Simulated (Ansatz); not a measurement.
# TiAl3: tests of the settings

An exercise on one series of results from a longer session: the logs are not shown, and one member is left open.

Program: Ansatz 0.2.0. Level of theory: DFT PBE, scalar-relativistic, plane waves, PAW. These are calculated values, not measurements.

1 further run of the same task is left out (for a known fault of the program).

**The structure to begin with**

The structure is orthorhombic, space group Pmm2 (No. 25). The conventional cell has a = 2.840 Å, b = 4.681 Å, c = 4.901 Å, α = 90.00°, β = 90.00°, γ = 90.00°. Around Ti (site symmetry mm2) lie 10 Al at 2.83 to 2.85 Å and 2 Ti at 2.84 Å. Around Al (site symmetry mm2) lie 4 Ti at 2.83 to 2.84 Å and 8 Al at 2.84 to 2.86 Å. Al (site symmetry mm2) has 8 Al at 2.81 to 2.86 Å and 4 Ti at 2.85 Å as nearest neighbours. Around Al (site symmetry mm2) lie 10 Al at 2.81 to 2.86 Å and 2 Ti at 2.85 Å.

Structure file:

```cif
data_structure
_symmetry_space_group_name_H-M 'Pmm2'
_symmetry_Int_Tables_number 25
_cell_length_a 2.8397
_cell_length_b 4.6813
_cell_length_c 4.9007
_cell_angle_alpha 90.000
_cell_angle_beta 90.000
_cell_angle_gamma 90.000
_cell_volume 65.15
loop_
_atom_site_label
_atom_site_type_symbol
_atom_site_symmetry_multiplicity
_atom_site_Wyckoff_symbol
_atom_site_fract_x
_atom_site_fract_y
_atom_site_fract_z
_atom_site_occupancy
Ti1 Ti 1 b 0.00000 0.50000 0.16592 1
Al1 Al 1 d 0.50000 0.50000 0.66727 1
Al2 Al 1 c 0.50000 0.00000 0.33091 1
Al3 Al 1 a 0.00000 0.00000 0.83590 1
```

The structure comes from the Materials Project (structure only); it is used as listed.

The first run:

input.yaml

```yaml
crystal:
  lattice:
    - [2.839677, 0.0, 0.0]
    - [0.0, 4.681264, 0.0]
    - [0.0, 0.0, 4.900742]
  atoms:
    - { symbol: Ti, position: [0.0, 0.5, 0.165916] }
    - { symbol: Al, position: [0.5, 0.5, 0.667271] }
    - { symbol: Al, position: [0.5, 0.0, 0.330912] }
    - { symbol: Al, position: [0.0, 0.0, 0.8359] }
basis:
  ecutwfc: 420
kpoints:
  mp_grid: { grid: [6, 4, 4] }
hamiltonian:
  xc: pbe
scf:
  occupations: { method: gaussian, width: 0.1 }
output:
  forces: true
  stress: true
  eigenvalues: true
```

Run with:

```bash
$ ansatz run input.yaml --threads 1 --pin off --max-ram 2560MiB --backend cpu --events-out ev --progress --plain --runs-dir out
```

Steps of the session up to this table: Probe: one point at the start; The base run; Plane-wave cutoff: 150 eV; Plane-wave cutoff set to 200 eV; Plane-wave cutoff set to 250 eV; Plane-wave cutoff set to 300 eV; Plane-wave cutoff set to 350 eV; Plane-wave cutoff: 380 eV; Plane-wave cutoff set to 460 eV; Plane-wave cutoff set to 520 eV; Plane-wave cutoff set to 600 eV; Plane-wave cutoff: 700 eV; Plane-wave cutoff set to 850 eV.

One table of the session follows, with a row left open; its other results are not shown here.

It belongs to the step «What the plane-wave cutoff changes». 

```
cutoff (eV)  ΔE (meV/atom)  pressure (GPa)  largest change of a force component (eV/Å)
        150           6280           -0.29                                       0.306
        200           1602            1.09                                       0.094
        250            324            2.05                                       0.010
        300           52.7            0.06                                       0.009
        350           8.13           -0.10                                       0.002
        380           2.84           -0.05                                       0.001
        420              ?               ?                                           ?
        460           0.40           -0.05                                       0.000
        520           0.22           -0.05                                       0.000
        600           0.13           -0.05                                       0.000
        700           0.07           -0.05                                       0.000
        850           0.00           -0.05                                       0.000
```

Q: Estimate the row for cutoff (eV) = 420 from the others.

Worked estimate for «ΔE (meV/atom)». A straight line through the neighbours (380, 2.84) and (460, 0.40) gives 2.84 + (0.40 − 2.84) × (420 − 380) / (460 − 380) = 1.62; a parabola fitted to 4 rows on both sides gives 1.04.

As computed: ΔE (meV/atom): 0.83; pressure (GPa): -0.05; largest change of a force component (eV/Å): 0.000. In «ΔE (meV/atom)» the line misses by +0.79 and the parabola by +0.21.

To keep in mind: Warnings in the runs' records: cutoff below recommended.
